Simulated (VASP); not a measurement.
# Gd (P6_3/mmc) in VASP: further runs

The runs below take Gd through single point, with PBE+U.

Program: VASP 6.6.1. These are calculated values, not measurements. Logs are shortened: lines on timing, memory, paths and dates and some standing lists are left out, and cuts for length are marked.

**1. The crystal as given**

It takes space group P6_3/mmc (No. 194, hexagonal). Conventional cell: a = 3.640 Å, b = 3.640 Å, c = 5.780 Å, α = 90.00°, β = 90.00°, γ = 120.00°. Around Gd (site symmetry -6m2) lie 12 Gd at 3.57 to 3.64 Å.

**2. Single point, PBE+U, collinear spin, typed start**

INCAR reads:

```
PREC     = Accurate       # precision mode
ENCUT    = 520            # plane-wave cutoff, eV
EDIFF    = 1E-6           # SCF threshold, eV
ISMEAR   = 0              # smearing method
SIGMA    = 0.05           # smearing width, eV
LREAL    = False          # projectors in reciprocal space
LASPH    = True           # aspherical terms in the spheres
NELM     = 150            # most SCF steps
ALGO     = Normal         # electronic algorithm
ISIF     = 2              # what is computed and relaxed
LWAVE    = False          # write WAVECAR
LCHARG   = True           # write CHGCAR
ISPIN    = 2              # spin polarisation
MAGMOM   = 7 7            # initial moments
LORBIT   = 11             # projections on sites
LMAXMIX  = 6              # l up to which the mixer works
LDAU     = True           # DFT+U
LDAUTYPE = 2            
LDAUL    = 3              # shell
LDAUU    = 6              # U, eV
LDAUJ    = 0            
LDAUPRINT= 1            
GGA      = PE             # functional
LELF     = True           # ELF
LVHAR    = True         
NBANDS   = 29             # bands
```

KPOINTS reads:

```
Automatic mesh
0
Gamma
  10 10 6
```

POSCAR reads:

```
Gd
1.0
    3.6399995402      0.0000000000      0.0000000000
   -1.8199997701      3.1523320716      0.0000000000
    0.0000000000      0.0000000000      5.7803192698
Gd
2
Direct
    0.3333333333      0.6666666667      0.7500000000
    0.6666666667      0.3333333333      0.2500000000
```

Potentials or basis: VASP PAW PBE potentials, release 64 (Gd).

Started as:

```
cat potpaw_PBE.64/Gd/POTCAR > POTCAR
mpirun -np 1 vasp_std > vasp.out
```

OUTCAR:

```text
PREC = Accurate
   ENCUT = 520
   EDIFF = 1E-6
   ISMEAR = 0
   LREAL = False
   LASPH = True
   NELM = 150
   ISIF = 2
   ISPIN = 2
   LORBIT = 11
   GGA = PE

 ion  position               nearest neighbor table
   1  0.333  0.667  0.750-
   2  0.667  0.333  0.250-

  LATTYP: Found a hexagonal cell.
 ALAT       =     3.6399995402
 C/A-ratio  =     1.5880000000

  Lattice vectors:

 A1 = (   3.6399995402,   0.0000000000,   0.0000000000)
 A2 = (  -1.8199997701,   3.1523320716,   0.0000000000)
 A3 = (   0.0000000000,   0.0000000000,   5.7803192698)

Analysis of symmetry for initial positions (statically):
=====================================================================
 Subroutine PRICEL returns:
 Original cell was already a primitive cell.

 Routine SETGRP: Setting up the symmetry group for a
 hexagonal supercell.

 Subroutine GETGRP returns: Found 24 space group operations
 (whereof 12 operations were pure point group operations)
 out of a pool of 24 trial point group operations.

The static configuration has the point symmetry D_3d.
 The point group associated with its full space group is D_6h.

Analysis of symmetry for dynamics (positions and initial velocities):
=====================================================================
 Subroutine PRICEL returns:
 Original cell was already a primitive cell.

 Routine SETGRP: Setting up the symmetry group for a
 hexagonal supercell.

 Subroutine GETGRP returns: Found 24 space group operations
 (whereof 12 operations were pure point group operations)
 out of a pool of 24 trial point group operations.

The dynamic configuration has the point symmetry D_3d.
 The point group associated with its full space group is D_6h.
[... 231 lines left out ...]
  o =  0.9896  v =  0.0000  0.0000  0.0000 -0.0000  0.0000 -0.0000 -1.0000  0.0000  0.0000  0.0000  0.0000  0.0000  0.0000  0.0000      0.0000  0.0000  0.0000  0.0000  0.0000  0.0000  0.0000  0.0000  0.0000  0.0000  0.0000  0.0000  0.0000  0.0000
  o =  0.9897  v =  0.0000  0.0000 -0.0000 -0.0000 -1.0000  0.0000 -0.0000  0.0000  0.0000  0.0000  0.0000  0.0000  0.0000  0.0000      0.0000  0.0000  0.0000  0.0000  0.0000  0.0000  0.0000  0.0000  0.0000  0.0000  0.0000  0.0000  0.0000  0.0000
  o =  0.9897  v = -0.0000 -0.0000  1.0000 -0.0000 -0.0000 -0.0000  0.0000  0.0000  0.0000  0.0000  0.0000  0.0000  0.0000  0.0000      0.0000  0.0000  0.0000  0.0000  0.0000  0.0000  0.0000  0.0000  0.0000  0.0000  0.0000  0.0000  0.0000  0.0000
  o =  0.9900  v = -0.0000  0.9992  0.0000  0.0000  0.0000 -0.0410  0.0000  0.0000  0.0000  0.0000  0.0000  0.0000  0.0000  0.0000      0.0000  0.0000  0.0000  0.0000  0.0000  0.0000  0.0000  0.0000  0.0000  0.0000  0.0000  0.0000  0.0000  0.0000
  o =  0.9900  v =  0.0000  0.0410  0.0000 -0.0000  0.0000  0.9992 -0.0000  0.0000  0.0000  0.0000  0.0000  0.0000  0.0000  0.0000      0.0000  0.0000  0.0000  0.0000  0.0000  0.0000  0.0000  0.0000  0.0000  0.0000  0.0000  0.0000  0.0000  0.0000
  o =  0.9906  v = -0.0000  0.0000  0.0000  1.0000 -0.0000  0.0000 -0.0000  0.0000  0.0000  0.0000  0.0000  0.0000  0.0000  0.0000      0.0000  0.0000  0.0000  0.0000  0.0000  0.0000  0.0000  0.0000  0.0000  0.0000  0.0000  0.0000  0.0000  0.0000
  o =  0.9907  v =  1.0000  0.0000  0.0000  0.0000 -0.0000 -0.0000  0.0000  0.0000  0.0000  0.0000  0.0000  0.0000  0.0000  0.0000      0.0000  0.0000  0.0000  0.0000  0.0000  0.0000  0.0000  0.0000  0.0000  0.0000  0.0000  0.0000  0.0000  0.0000

 number of electron      36.0000005 magnetization      15.5207384

 Free energy of the ion-electron system (eV)
  ---------------------------------------------------
  ext. energy  EPLUGINS =         0.00000000
  ---------------------------------------------------
  free energy    TOTEN  =       -22.83929231 eV

  energy without entropy =      -22.83767639  energy(sigma->0) =      -22.83848435

 E-fermi :   3.0128     XC(G=0):  -9.9698

 val. band max:        2.9942322722   @ k =   0.3000   0.2000   0.1667
 cond. band min:       3.0256342085   @ k =   0.1000  -0.0000   0.3333
 fundamental gap:      0.0314019364
 Fermi energy:         3.0128236152

 spin component 1

 k-point     1 :       0.0000    0.0000    0.0000
  band No.  band energies     occupation
      1     -42.5037      1.00000
      2     -42.4356      1.00000
      3     -20.2053      1.00000
      4     -19.6057      1.00000
      5     -19.6057      1.00000
      6     -19.5005      1.00000
[... 1529 lines left out ...]
     28       6.5374      0.00000
     29       6.5807      0.00000

 [... further k-points ...]

------------------------ aborting loop because EDIFF is reached ----------------------------------------

  FORCE on cell =-STRESS in cart. coord.  units (eV):
  Direction    XX          YY          ZZ          XY          YZ          ZX
  --------------------------------------------------------------------------------------
  -------------------------------------------------------------------------------------
  Total        0.2753729      0.2753729      0.4891906     -0.0000000      0.0000000      0.0000000
  in kB        6.6519140      6.6519140     11.8169001     -0.0000000      0.0000000      0.0000000
  external PRESSURE =       8.3735760 kB  Pullay stress =       0.0000000 kB

 VOLUME and BASIS-vectors are now :
 -----------------------------------------------------------------------------
  energy-cutoff  :      520.00
  volume of cell :       66.33
      direct lattice vectors                 reciprocal lattice vectors
     3.639999540  0.000000000  0.000000000     0.274725309  0.158612731  0.000000000
    -1.819999770  3.152332072  0.000000000     0.000000000  0.317225463  0.000000000
     0.000000000  0.000000000  5.780319270     0.000000000  0.000000000  0.173000825

 POSITION                                       TOTAL-FORCE (eV/Angst)
 -----------------------------------------------------------------------------------
     -0.00000      2.10155      4.33524        -0.000000      0.000000      0.000000
      1.82000      1.05078      1.44508         0.000000     -0.000000      0.000000
 -----------------------------------------------------------------------------------
    total drift:                               -0.000000      0.000000     -0.000000

  FREE ENERGIE OF THE ION-ELECTRON SYSTEM (eV)
  ---------------------------------------------------
  free  energy   TOTEN  =       -22.8392923130 eV

  energy  without entropy=      -22.8376763878  energy(sigma->0) =      -22.83848435

 total charge

# of ion       s       p       d       f       tot
--------------------------------------------------
    1        2.075   5.573   0.597   6.930  15.175
    2        2.075   5.573   0.597   6.930  15.175
--------------------------------------------------
tot          4.150  11.145   1.194  13.860  30.350

 magnetization (x)

# of ion       s       p       d       f       tot
--------------------------------------------------
    1        0.003  -0.056   0.234   6.921   7.102
    2        0.003  -0.056   0.234   6.921   7.102
--------------------------------------------------
tot          0.006  -0.111   0.469  13.841  14.205
```

Run time: 4.9 min. Hardware: 1 thread of Intel Xeon Platinum 8259CL at 2.50GHz (Skylake/Cascade Lake), shared host; peak memory 0.33 GiB.

Results:

```
Free energy                                           : -22.8393 eV
Pressure                                              : 0.8 GPa
Band gap on the k mesh                                : none (metal or under the smearing width)
Net moment                                            : 15.52 μB per cell
Site moments                                          : Gd +7.10 μB
Valence electrons inside the program's atomic spheres : Gd 15.18
```

Stress tensor (GPa, compression positive):
```
0.67 0.00 0.00
0.00 0.67 0.00
0.00 0.00 1.18
```

Eigenvalues of the final occupation matrices:
| site | spin | trace | eigenvalues |
| --- | --- | --- | --- |
| site 1 f | 1 | 6.93 | 0.99 0.99 0.99 0.99 0.99 0.99 0.99 |
| site 1 f | 2 | 0.00 | 0.00 0.00 0.00 0.00 0.00 0.00 0.00 |
| site 2 f | 1 | 6.93 | 0.99 0.99 0.99 0.99 0.99 0.99 0.99 |
| site 2 f | 2 | 0.00 | 0.00 0.00 0.00 0.00 0.00 0.00 0.00 |

Caveat: spin-orbit coupling is left out, which moves the levels of the heavy elements. The state reached can hang on the start; a lower one may exist.

**3. Single point, PBE+U, collinear spin, typed start**

INCAR reads:

```
SYSTEM = Gd
ALGO = Normal
EDIFF = 1E-7
ENCUT = 520
GGA = PE
ISIF = 2
ISMEAR = 0
ISPIN = 2
LASPH = .True.
LCHARG = .False.
LDAU = .True.
LDAUJ = 0
LDAUL = 3
LDAUPRINT = 1
LDAUTYPE = 2
LDAUU = 6
LMAXMIX = 6
LORBIT = 11
LREAL = .False.
LWAVE = .False.
MAGMOM = 0.5 0.5
NBANDS = 29
NELM = 150
PREC = Accurate
SIGMA = 0.05
```

KPOINTS reads:

```
k-points
0
Gamma
  4 4 3
  0 0 0
```

POSCAR is that of step 2.

Potentials or basis: VASP PAW PBE potentials, release 64 (Gd).

Started as:

```
cat potpaw_PBE.64/Gd/POTCAR > POTCAR
mpirun -np 1 vasp_std > vasp.out
```

It took 93 s on 1 thread of Intel Xeon Platinum 8259CL at 2.50GHz (Skylake/Cascade Lake), shared host; peak memory 0.22 GiB.

The run converged. Its results:

```yaml
Free_energy: -22.8239 eV
Pressure: 1.3 GPa
Band_gap_on_the_k_mesh: none (metal or under the smearing width)
Net_moment: 15.75 μB per cell
Site_moments: Gd +7.14 μB
Valence_electrons_inside_the_program's_atomic_spheres: Gd 15.17
```

Stress tensor (GPa, compression positive):
```
1.65 0.00 0.00
0.00 1.65 0.00
0.00 0.00 0.61
```

Levels at points of the mesh, in eV from the Fermi level:
Spin up:
```
           k point  band 22  band 23  band 24  band 25  band 26  band 27  band 28  band 29
(0.00, 0.00, 0.00)    -8.10    -5.29    -2.73     0.82     1.08     1.08     1.28     1.71
(0.50, 0.00, 0.00)    -8.12    -2.39    -1.98    -1.50    -0.34     0.85     0.87     1.55
```
Spin down:
```csv
k point,band 6,band 7,band 8,band 9,band 10,band 11,band 12,band 13,band 14,band 15
"(0.00, 0.00, 0.00)",-20.18,-20.15,-20.15,-4.27,-1.48,1.71,2.20,2.20,2.28,2.73
"(0.50, 0.00, 0.00)",-20.45,-20.40,-20.24,-1.15,-0.96,-0.67,0.83,1.87,1.89,2.59
```

Eigenvalues of the final occupation matrices:
| site | spin | trace | eigenvalues |
| --- | --- | --- | --- |
| site 1 f | 1 | 6.93 | 0.99 0.99 0.99 0.99 0.99 0.99 0.99 |
| site 1 f | 2 | 0.00 | 0.00 0.00 0.00 0.00 0.00 0.00 0.00 |
| site 2 f | 1 | 6.93 | 0.99 0.99 0.99 0.99 0.99 0.99 0.99 |
| site 2 f | 2 | 0.00 | 0.00 0.00 0.00 0.00 0.00 0.00 0.00 |

Caveat: the k mesh is coarse (spacing up to 0.50 Å⁻¹), so the values aren't converged; spin-orbit coupling is left out, which moves the levels of the heavy elements.
